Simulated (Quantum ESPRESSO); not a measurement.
# PbSe (Clausthalite) (Fm-3m) in Quantum ESPRESSO: further runs, part 2 of 5

Quantum ESPRESSO 7.5. The steps go on from the part before.

**3. Wannier functions, PBE**

The input, pw.in:

```
&CONTROL
  calculation = 'scf'
  prefix = 'pwscf'
  outdir = './tmp'
  pseudo_dir = './pseudo'
  tprnfor = .true.
  tstress = .true.
  disk_io = 'low'
/
&SYSTEM
  ibrav = 0
  nat = 2
  ntyp = 2
  ecutwfc = 86
  nbnd = 22
  occupations = 'smearing'
  smearing = 'fd'
  degauss = 0.00367493
/
&ELECTRONS
  conv_thr = 4d-10
  electron_maxstep = 120
  mixing_beta = 0.5
/
ATOMIC_SPECIES
Pb   207.2000 Pb.upf
Se    78.9710 Se.upf
CELL_PARAMETERS angstrom
   0.0000000000    3.0606500000    3.0606500000
   3.0606500000    0.0000000000    3.0606500000
   3.0606500000    3.0606500000    0.0000000000
ATOMIC_POSITIONS crystal
Pb     0.0000000000    0.0000000000    0.0000000000
Se     0.5000000000    0.5000000000    0.5000000000
K_POINTS automatic
8 8 8 0 0 0
```

The input, nscf.in:

```
&CONTROL
  calculation = 'nscf'
  prefix = 'pwscf'
  outdir = './tmp'
  pseudo_dir = './pseudo'
  disk_io = 'low'
/
&SYSTEM
  ibrav = 0
  nat = 2
  ntyp = 2
  ecutwfc = 86
  nbnd = 27
  occupations = 'smearing'
  smearing = 'fd'
  degauss = 0.00367493
  nosym = .true.
  noinv = .true.
/
&ELECTRONS
  conv_thr = 1d-09
  electron_maxstep = 120
  mixing_beta = 0.5
  diago_full_acc = .true.
  startingwfc = 'random'
/
ATOMIC_SPECIES
Pb   207.2000 Pb.upf
Se    78.9710 Se.upf
CELL_PARAMETERS angstrom
   0.0000000000    3.0606500000    3.0606500000
   3.0606500000    0.0000000000    3.0606500000
   3.0606500000    3.0606500000    0.0000000000
ATOMIC_POSITIONS crystal
Pb     0.0000000000    0.0000000000    0.0000000000
Se     0.5000000000    0.5000000000    0.5000000000
K_POINTS crystal
125
  0.00000000   0.00000000   0.00000000 8.00000000e-03
  0.00000000   0.00000000   0.20000000 8.00000000e-03
  0.00000000   0.00000000   0.40000000 8.00000000e-03
  0.00000000   0.00000000   0.60000000 8.00000000e-03
  0.00000000   0.00000000   0.80000000 8.00000000e-03
  0.00000000   0.20000000   0.00000000 8.00000000e-03
[... 117 lines left out ...]
  0.80000000   0.80000000   0.60000000 8.00000000e-03
  0.80000000   0.80000000   0.80000000 8.00000000e-03
```

The input, pw2wan.in:

```
&INPUTPP
  prefix = 'pwscf'
  outdir = './tmp'
  seedname = 'w'
  write_mmn = .true.
  write_amn = .true.
/
```

The input, bands.in:

```
&CONTROL
  calculation = 'bands'
  prefix = 'pwscf'
  outdir = './tmp'
  pseudo_dir = './pseudo'
  disk_io = 'low'
/
&SYSTEM
  ibrav = 0
  nat = 2
  ntyp = 2
  ecutwfc = 86
  nbnd = 27
  occupations = 'smearing'
  smearing = 'fd'
  degauss = 0.00367493
/
&ELECTRONS
  conv_thr = 1d-08
  electron_maxstep = 120
  mixing_beta = 0.5
  diago_full_acc = .true.
  startingwfc = 'random'
/
ATOMIC_SPECIES
Pb   207.2000 Pb.upf
Se    78.9710 Se.upf
CELL_PARAMETERS angstrom
   0.0000000000    3.0606500000    3.0606500000
   3.0606500000    0.0000000000    3.0606500000
   3.0606500000    3.0606500000    0.0000000000
ATOMIC_POSITIONS crystal
Pb     0.0000000000    0.0000000000    0.0000000000
Se     0.5000000000    0.5000000000    0.5000000000
K_POINTS crystal
61
  0.00000000   0.00000000   0.00000000 1
  0.05555600   0.00000000   0.05555600 1
  0.11111100   0.00000000   0.11111100 1
  0.16666700   0.00000000   0.16666700 1
  0.22222200   0.00000000   0.22222200 1
  0.27777800   0.00000000   0.27777800 1
[... 53 lines left out ...]
  0.54166700   0.08333300   0.54166700 1
  0.50000000   0.00000000   0.50000000 1
```

The input, w.win:

```
num_wann = 13
num_bands = 22
guiding_centres = true
dis_froz_max = 11.79
dis_num_iter = 600
dis_mix_ratio = 0.5
dis_conv_tol = 1.0d-9
num_iter = 1200
conv_tol = 1.0d-8
conv_window = 4
num_print_cycles = 200
fermi_energy = 9.6402
bands_plot = true
write_hr = true
mp_grid = 5 5 5
exclude_bands = 1-5
begin projections
Pb: s;p;d
Se: s;p
end projections
begin unit_cell_cart
ang
  0.0000000000   3.0606500000   3.0606500000
  3.0606500000   0.0000000000   3.0606500000
  3.0606500000   3.0606500000   0.0000000000
end unit_cell_cart
begin atoms_frac
Pb   0.0000000000   0.0000000000   0.0000000000
Se   0.5000000000   0.5000000000   0.5000000000
end atoms_frac
begin kpoint_path
G   0.0000000000   0.0000000000   0.0000000000  X   0.5000000000   0.0000000000   0.5000000000
X   0.5000000000   0.0000000000   0.5000000000  W   0.5000000000   0.2500000000   0.7500000000
W   0.5000000000   0.2500000000   0.7500000000  K   0.3750000000   0.3750000000   0.7500000000
K   0.3750000000   0.3750000000   0.7500000000  G   0.0000000000   0.0000000000   0.0000000000
G   0.0000000000   0.0000000000   0.0000000000  L   0.5000000000   0.5000000000   0.5000000000
L   0.5000000000   0.5000000000   0.5000000000  U   0.6250000000   0.2500000000   0.6250000000
U   0.6250000000   0.2500000000   0.6250000000  W   0.5000000000   0.2500000000   0.7500000000
W   0.5000000000   0.2500000000   0.7500000000  L   0.5000000000   0.5000000000   0.5000000000
L   0.5000000000   0.5000000000   0.5000000000  K   0.3750000000   0.3750000000   0.7500000000
U   0.6250000000   0.2500000000   0.6250000000  X   0.5000000000   0.0000000000   0.5000000000
end kpoint_path
bands_num_points = 9
begin kpoints
  0.00000000   0.00000000   0.00000000
  0.00000000   0.00000000   0.20000000
  0.00000000   0.00000000   0.40000000
  0.00000000   0.00000000   0.60000000
  0.00000000   0.00000000   0.80000000
  0.00000000   0.20000000   0.00000000
[... 117 lines left out ...]
  0.80000000   0.80000000   0.60000000
  0.80000000   0.80000000   0.80000000
end kpoints
```

Potentials or basis: PseudoDojo 0.4.1 SR PBE standard.

Command:

```bash
> OMP_NUM_THREADS=1 pw.x -in pw.in > pw.out
> OMP_NUM_THREADS=1 pw.x -in nscf.in > nscf.out
> wannier90.x -pp w
> OMP_NUM_THREADS=1 pw2wannier90.x -in pw2wan.in > pw2wan.out
> wannier90.x w
> OMP_NUM_THREADS=1 pw.x -in bands.in > bands.out
```

pw.out:

```text
This program is part of the open-source Quantum ESPRESSO suite
     for quantum simulation of materials; please cite
[... 9 lines left out ...]
     --------------------
     sticks:   dense  smooth     PW     G-vecs:    dense   smooth      PW
     Sum        1585    1585    451                41655    41655    6423

     Using Slab Decomposition

     bravais-lattice index     =            0
     lattice parameter (alat)  =       8.1795  a.u.
     unit-cell volume          =     386.9614 (a.u.)^3
     number of atoms/cell      =            2
     number of atomic types    =            2
     number of electrons       =        30.00
     number of Kohn-Sham states=           22
     kinetic-energy cutoff     =      86.0000  Ry
     charge density cutoff     =     344.0000  Ry
     scf convergence threshold =      4.0E-10
     mixing beta               =       0.5000
     number of iterations used =            8  plain     mixing
     Exchange-correlation= PBE
                           (   1   4   3   4   0   0   0)

     celldm(1)=   8.179515  celldm(2)=   0.000000  celldm(3)=   0.000000
     celldm(4)=   0.000000  celldm(5)=   0.000000  celldm(6)=   0.000000

     crystal axes: (cart. coord. in units of alat)
               a(1) = (   0.000000   0.707107   0.707107 )
               a(2) = (   0.707107   0.000000   0.707107 )
               a(3) = (   0.707107   0.707107   0.000000 )

     reciprocal axes: (cart. coord. in units 2 pi/alat)
               b(1) = ( -0.707107  0.707107  0.707107 )
               b(2) = (  0.707107 -0.707107  0.707107 )
               b(3) = (  0.707107  0.707107 -0.707107 )

     PseudoPot. # 1 for Pb read from file:
     Pb.upf
     Pseudo is Norm-conserving + core correction, Zval = 14.0
     Generated using ONCVPSP code by D. R. Hamann
     Using radial grid of 1678 points,  6 beta functions with:
                l(1) =   0
                l(2) =   0
                l(3) =   1
                l(4) =   1
                l(5) =   2
                l(6) =   2

     PseudoPot. # 2 for Se read from file:
     Se.upf
     Pseudo is Norm-conserving + core correction, Zval = 16.0
     Generated using ONCVPSP code by D. R. Hamann
     Using radial grid of 1214 points,  6 beta functions with:
[... 23 lines left out ...]
        k(    3) = (   0.1767767   0.1767767  -0.1767767), wk =   0.0312500
        k(    4) = (   0.2651650   0.2651650  -0.2651650), wk =   0.0312500
        k(    5) = (  -0.3535534  -0.3535534   0.3535534), wk =   0.0156250
        k(    6) = (   0.1767767   0.0000000   0.0000000), wk =   0.0234375
[... 21 lines left out ...]
        k(   28) = (  -0.7071068   0.1767767  -0.0000000), wk =   0.0468750
        k(   29) = (  -0.7071068   0.3535534   0.0000000), wk =   0.0234375

     Dense  grid:    41655 G-vectors     FFT dimensions: (  50,  50,  50)

     Initial potential from superposition of free atoms

     starting charge      29.9978, renormalised to      30.0000
     Starting wfcs are   18 randomized atomic wfcs +    4 random wfcs

     Self-consistent Calculation

     iteration #  1     ecut=    86.00 Ry     beta= 0.50
     Davidson diagonalization with overlap
     ethr =  1.00E-02,  avg # of iterations =  5.3

     Threshold (ethr) on eigenvalues was too large:
     Diagonalizing with lowered threshold

     Davidson diagonalization with overlap
     ethr =  2.53E-04,  avg # of iterations =  2.7

     total energy              =    -383.29926745 Ry
     estimated scf accuracy    <       0.07415706 Ry
[... 50 lines left out ...]
     iteration #  9     ecut=    86.00 Ry     beta= 0.50
     Davidson diagonalization with overlap
     ethr =  3.67E-11,  avg # of iterations =  2.0

     End of self-consistent calculation

          k = 0.0000 0.0000 0.0000 (  5161 PWs)   bands (ev):

   -37.7830 -37.7830 -37.7806 -37.7806 -37.7806  -7.3303  -7.3303  -7.3303
    -7.3245  -7.3245  -4.1023   3.1829   7.6239   7.6239   7.6239  14.2057
    14.2057  14.2057  16.0239  16.0239  16.0239  17.7663
[... 111 lines left out ...]
   -37.7830 -37.7829 -37.7806 -37.7805 -37.7805  -7.4197  -7.3323  -7.3205
    -7.2980  -7.2916  -2.6783   1.4518   4.9182   6.7698   7.0983  12.8921
    13.5031  14.9429  15.3310  19.6946  19.8198  21.8684

          k =-0.7071 0.0000 0.0000 (  5218 PWs)   bands (ev):

   -37.7830 -37.7829 -37.7806 -37.7805 -37.7805  -7.4530  -7.3483  -7.3055
    -7.2855  -7.2855  -2.6676   2.1071   4.5113   6.2635   6.2635  13.1976
    15.1042  15.1042  15.5439  20.8379  21.1413  22.1983

          k = 0.3536 0.1768 0.0000 (  5220 PWs)   bands (ev):
[... 31 lines left out ...]
   -37.7830 -37.7829 -37.7805 -37.7805 -37.7805  -7.3974  -7.3313  -7.3174
    -7.3135  -7.2929  -2.7672   1.2562   5.4611   6.2657   8.6451  11.1670
    13.5161  14.3154  17.2441  17.3258  20.1962  20.9011

          k =-0.7071 0.1768-0.0000 (  5220 PWs)   bands (ev):

   -37.7830 -37.7829 -37.7806 -37.7805 -37.7805  -7.4363  -7.3396  -7.3138
    -7.2952  -7.2855  -2.6533   1.7580   4.7158   5.9324   7.2580  13.3181
    13.6234  15.2184  15.6293  19.6567  21.1107  22.2170

          k =-0.7071 0.3536 0.0000 (  5220 PWs)   bands (ev):

   -37.7830 -37.7829 -37.7805 -37.7805 -37.7805  -7.4167  -7.3251  -7.3179
    -7.3179  -7.2855  -2.6383   1.4744   5.2655   5.2655   8.7014  11.3801
    14.4589  14.4589  17.2349  17.2349  21.3538  22.2292

     the Fermi energy is     9.6402 ev

!    total energy              =    -383.31934899 Ry
     estimated scf accuracy    <          2.3E-10 Ry
     smearing contrib. (-TS)   =      -0.00002254 Ry
     internal energy E=F+TS    =    -383.31932645 Ry

     The total energy is F=E-TS. E is the sum of the following terms:
     one-electron contribution =    -173.57050066 Ry
     hartree contribution      =     100.03407444 Ry
     xc contribution           =     -88.42649955 Ry
     ewald contribution        =    -221.35640068 Ry

     convergence has been achieved in   9 iterations

     Forces acting on atoms (cartesian axes, Ry/au):

     atom    1 type  1   force =     0.00000000   -0.00000000   -0.00000000
     atom    2 type  2   force =    -0.00000000    0.00000000    0.00000000

     Total force =     0.000000     Total SCF correction =     0.000000

     Computing stress (Cartesian axis) and pressure

          total   stress  (Ry/bohr**3)                   (kbar)     P=       24.10
   0.00016385  -0.00000000   0.00000000           24.10       -0.00        0.00
  -0.00000000   0.00016385  -0.00000000           -0.00       24.10       -0.00
   0.00000000  -0.00000000   0.00016385            0.00       -0.00       24.10

=------------------------------------------------------------------------------=
   JOB DONE.
=------------------------------------------------------------------------------=
```

Run time: 13 min. Hardware: 1 thread of Arm Neoverse V1, shared host; peak memory 0.31 GiB.

What came out:

| Quantity | Value |
| --- | --- |
| Free energy | -5215.3254 eV |
| Pressure | 2.4 GPa |
| Band gap on the k mesh | 0.30 eV, direct |
| Band gap along the path | 0.30 eV, direct |
| Total Wannier spread | 18.48 Å² over 13 functions |
| RMS miss of the Wannier bands | 0.013 eV |

Levels at the corners of the path, in eV from the valence-band top:
| point | band 13 | band 14 | band 15 | band 16 | band 17 | band 18 |
| --- | --- | --- | --- | --- | --- | --- |
| Γ | -1.87 | -1.87 | -1.87 | 4.71 | 4.71 | 4.71 |
| X | -4.98 | -3.23 | -3.23 | 3.71 | 5.61 | 5.61 |
| W | -4.23 | -4.23 | -0.79 | 1.89 | 4.97 | 4.97 |
| K | -4.57 | -2.72 | -2.39 | 3.40 | 4.01 | 5.45 |
| Γ | -1.87 | -1.87 | -1.87 | 4.71 | 4.71 | 4.71 |
| L | -1.47 | -1.47 | 0.00 | 0.30 | 1.70 | 1.70 |
| U | -4.57 | -2.72 | -2.39 | 3.40 | 4.01 | 5.45 |
| W | -4.23 | -4.23 | -0.79 | 1.89 | 4.97 | 4.97 |
| L | -1.47 | -1.47 | 0.00 | 0.30 | 1.70 | 1.70 |
| K | -4.57 | -2.72 | -2.39 | 3.40 | 4.01 | 5.45 |
| U | -4.57 | -2.72 | -2.39 | 3.40 | 4.01 | 5.45 |
| X | -4.98 | -3.23 | -3.23 | 3.71 | 5.61 | 5.61 |

Wannier functions:
| function | nearest atom | distance (Å) | spread (Å²) | on-site energy from the reference level (eV) |
| --- | --- | --- | --- | --- |
| 1 | 1 Pb | 0.00 | 1.54 | -7.73 |
| 2 | 1 Pb | 0.00 | 2.70 | 1.72 |
| 3 | 1 Pb | 0.00 | 2.70 | 1.72 |
| 4 | 1 Pb | 0.00 | 2.70 | 1.72 |
| 5 | 1 Pb | 0.00 | 0.56 | -16.92 |
| 6 | 1 Pb | 0.00 | 0.56 | -16.95 |
| 7 | 1 Pb | 0.00 | 0.56 | -16.95 |
| 8 | 1 Pb | 0.00 | 0.56 | -16.92 |
| 9 | 1 Pb | 0.00 | 0.56 | -16.95 |
| 10 | 2 Se | 0.00 | 1.02 | -12.12 |
| 11 | 2 Se | 0.00 | 1.66 | -1.13 |
| 12 | 2 Se | 0.00 | 1.66 | -1.13 |
| 13 | 2 Se | 0.00 | 1.66 | -1.13 |

Parts of the spread (Å²): invariant 12.19, diagonal 0.000, off-diagonal 6.28, total 18.48. Against the direct bands the interpolation misses by 13 meV (root mean square) and 107 meV at most, for states up to 1 eV over the reference level.

Caveat: spin-orbit coupling is left out, which as a rule narrows the gap of such compounds by several tenths of an eV.

(Continued in part 3 of 5.)
